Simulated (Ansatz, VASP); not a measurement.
## PtS2 in VASP and in Ansatz

File INCAR:

```
SYSTEM = PtS2
ALGO     = Normal         ! electronic algorithm
EDIFF    = 1E-6           ! SCF threshold, eV
ENCUT    = 520            ! plane-wave cutoff, eV
GGA      = PE             ! functional
ISIF     = 2              ! what is computed and relaxed
ISMEAR   = 0              ! smearing method
LASPH    = .True.         ! aspherical terms in the spheres
LCHARG   = .False.        ! write CHGCAR
LREAL    = .False.        ! projectors in reciprocal space
LWAVE    = .False.        ! write WAVECAR
NELM     = 60             ! most SCF steps
PREC     = Accurate       ! precision mode
SIGMA    = 0.012          ! smearing width, eV
```

KPOINTS

```
k-points
0
Gamma
  9 9 5
  0 0 0
```

File POSCAR:

```
PtS2
1.0
    3.5432000000      0.0000000000      0.0000000000
   -1.7716000000      3.0685012107      0.0000000000
    0.0000000000      0.0000000000      5.0388000000
Pt S
1 2
Direct
    0.0000000000      0.0000000000      0.0000000000
    0.6666666667      0.3333333333      0.7730000000
    0.3333333333      0.6666666667      0.2270000000
```

Contents of input.yaml:

```yaml
crystal:
  lattice:
    - [3.5432, 0.0, 0.0]
    - [-1.7716, 3.0685012107, 0.0]
    - [0.0, 0.0, 5.0388]
  atoms:
    - { symbol: Pt, position: [0.0, 0.0, 0.0] }
    - { symbol: S, position: [0.6666666667, 0.3333333333, 0.773] }
    - { symbol: S, position: [0.3333333333, 0.6666666667, 0.227] }
hamiltonian:
  xc: pbe
  pseudopotentials: { kind: paw }
kpoints:
  mp_grid: { grid: [9, 9, 5] }
scf:
  occupations: { method: gaussian, width: 0.012 }
output:
  forces: true
  stress: true
  eigenvalues: true
```

Alike in both runs: task single point; functional PBE; k mesh 9 × 9 × 5; occupations gaussian, width 0.012 eV; no spin polarisation.

|  | VASP | Ansatz |
| --- | --- | --- |
| version | VASP 6.6.1 | Ansatz 0.2.0 |
| potentials or method | VASP PAW PBE potentials, release 64 (Pt, S) | Ansatz PAW |
| plane-wave cutoff (eV) | 520 | 420 |
| valence electrons in the cell | 22 | 30 |

Ansatz gave:

| Quantity | Value |
| --- | --- |
| gap on the k mesh at the Fermi level (eV) | 1.02 |
| least direct gap on the mesh (eV) | 1.07 |
| pressure (GPa) | 11.6 |
| largest component of the traceless stress (GPa) | 1.17 |
| rms of the force components (eV/Å) | 0.592 |

Task: What did VASP give for the same quantities?

Result: gap on the k mesh at the Fermi level (eV): 1.03; least direct gap on the mesh (eV): 1.08; pressure (GPa): 11.1; largest component of the traceless stress (GPa): 0.99; rms of the force components (eV/Å): 0.572.

Atom by atom the forces differ by 0.021 eV/Å (rms over components). The functional is the same, so the differences come from potentials, cutoffs and numerics. The two sets of potentials don't hold the same shells in valence.

Caveats: spin-orbit coupling is left out, which moves the levels of the heavy elements; forces of over 1 eV/Å show positions far from the minimum, so gaps and moduli don't describe the material at rest; an odd mesh through Γ misses points on the zone boundary, where band edges often lie (VASP); odd divisions of the mesh miss points on the zone boundary, where band edges often lie, so the gap on the mesh can be too wide (Ansatz). PBE gaps usually lie below the measured ones, often by a third to a half.
